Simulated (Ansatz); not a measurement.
**BaS (Fm-3m): G0W0 and the treatment of frequencies and band sums**

```yaml
crystal:
  lattice:
    - [0.00000, 3.16000, 3.16000]
    - [3.16000, 0.00000, 3.16000]
    - [3.16000, 3.16000, 0.00000]
  atoms:
    - { symbol: Ba, position: [0.00000, 0.00000, 0.00000] }
    - { symbol: S, position: [0.50000, 0.50000, 0.50000] }
```

Held fixed (Ansatz):

| Property | Result |
| --- | --- |
| orbitals | PBE |
| datasets | soft PAW set, first generation |
| k mesh | 4×4×4 |
| response cutoff | 200 eV |
| wave cutoff | 420 eV |
| spin-orbit coupling | off |

The gap is read from Γ to k = (0, -0.5, -0.5), linearised, between the Kohn-Sham band edges among the points solved. ε∞ is the electronic dielectric constant on this mesh. Runs with cut sums weigh the q → 0 term analytically. The completed-sum build treats it its own way, which on a coarse mesh shifts the gap as well.

(1) Taking contour deformation, sums cut at 406 empty bands as the reference, which of the others (plasmon pole fitted at 13.22i eV, sums cut at 406 empty bands; contour deformation, 166 empty bands and completed sums (trial build, its own q → 0 term)) gives the gap farthest from it?

Answers

(1) Farthest from contour deformation, sums cut at 406 empty bands in the G0W0 gap: contour deformation, 166 empty bands and completed sums (trial build, its own q → 0 term) (+0.13 eV). The nearest differs by 0.053 eV.

```
                                                                                treatment  KS gap (eV)  G0W0 gap (eV)   ε∞
                                         contour deformation, sums cut at 406 empty bands         2.15           3.46  4.8
                            plasmon pole fitted at 13.22i eV, sums cut at 406 empty bands         2.15           3.41  4.8
contour deformation, 166 empty bands and completed sums (trial build, its own q → 0 term)         2.15           3.59  4.8
```

Soft PAW datasets can miss an all-electron G0W0 gap by more than 5 %. The cell is a model at fixed atoms and needn't be the relaxed known crystal. Points k are given in fractions of the reciprocal vectors. The mesh is coarse, so these are values at the stated settings, not converged ones. Band sums or response are cut, so the gap isn't at its basis limit. The gap is read on the mesh, and the crystal's band edges can lie off it. Meshes this coarse can overestimate the dielectric constant by a tenth and more.
